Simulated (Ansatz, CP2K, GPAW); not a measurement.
TiO2: 3 runs at one level of theory

```
Ti O
1.0
     4.59984    0.00000    0.00000
     0.00000    4.59984    0.00000
     0.00000    0.00000    2.95921
Ti O
2 4
Direct
  0.00000 0.00000 0.50000
  0.50000 0.50000 0.00000
  0.30432 0.30432 0.50000
  0.19568 0.80432 0.00000
  0.80432 0.19568 0.00000
  0.69568 0.69568 0.50000
```

The cell is a database's computed one, not the measured one.

Alike in all runs: task band structure; functional revPBE; k mesh 6 × 6 × 9; occupations fermi-dirac, width 0.05 eV; no spin polarisation; no spin-orbit coupling. Pressure is positive in compression and, in plane waves, holds the error of the finite cutoff, which Ansatz's Pulay term estimates and takes out. Gaps are the smaller of the mesh's and the band path's.

| program and potentials | plane-wave cutoff (eV) | notes | band gap (eV) | pressure (GPa) | largest force (eV/Å) |
| --- | --- | --- | --- | --- | --- |
| Ansatz, Ansatz PAW | 420 | potentials made for PBE, which Ansatz adapts in part; Pulay term of +0.66 GPa included | 1.89 | 7.98 | 0.018 |
| CP2K, POTENTIAL_UZH Ti GTH-PBE-q12, O GTH-PBE-q6; TZVP-MOLOPT-PBE-GTH basis | - | atomic basis; potentials made for PBE | 1.82 | 8.33 | 0.075 |
| GPAW, the program's PAW data sets (release 1.2.1) made for this functional | 800 | - | 1.90 | 9.22 | 0.057 |

Force on atom 5 (O), eV/Å:

```csv
program and potentials,x,y,z
"CP2K, POTENTIAL_UZH Ti GTH-PBE-q12, O GTH-PBE-q6; TZVP-MOLOPT-PBE-GTH basis",0.053,-0.053,0.000
"GPAW, the program's PAW data sets (release 1.2.1) made for this functional",-0.040,0.040,0.000
```

The band gap spans 1.82 (CP2K, POTENTIAL_UZH Ti GTH-PBE-q12, O GTH-PBE-q6; TZVP-MOLOPT-PBE-GTH basis) to 1.90 eV (GPAW, the program's PAW data sets (release 1.2.1) made for this functional). The pressure spans 7.98 (Ansatz, Ansatz PAW) to 9.22 GPa (GPAW, the program's PAW data sets (release 1.2.1) made for this functional). Some sets were made for another functional than the one run, which can shift their rows. Rows in atomic bases carry the error of their basis and grid, which can be large.

Differences between rows come from potentials, basis sets and numerical settings, since the functional is the same but for its coding. Runs on potential files found faulty are left out.
